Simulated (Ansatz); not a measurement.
Crystal: HfN.

```
Hf N
1.0
     0.00000    2.25600    2.25600
     2.25600    0.00000    2.25600
     2.25600    2.25600    0.00000
Hf N
1 1
Direct
  0.00000 0.00000 0.00000
  0.50000 0.50000 0.50000
```

Base run:

```yaml
Program: Ansatz 0.2.0
Functional: PBE
Potentials_or_basis: Ansatz PAW
Cutoff: "420 eV (not typed: the program's choice for these potentials)"
k_mesh: 10 × 10 × 10
Occupations: fermi-dirac, width 0.05 eV
Spin: no spin polarisation
```

Its results: band gap on the k mesh none (metal or under the smearing width); pressure 6.6 GPa.

The run is repeated on the same cell with these changes: occupations from fermi-dirac, width 0.05 eV to tetrahedron; dispersion from none to D3(BJ). What comes out?

Band gap on the k mesh none (metal or under the smearing width); pressure 0.9 GPa.

Caveats: pairwise dispersion overbinds metals, which lowers pressure and volume (some runs); with tetrahedron occupations forces and stress needn't match the slope of the energy (some runs).
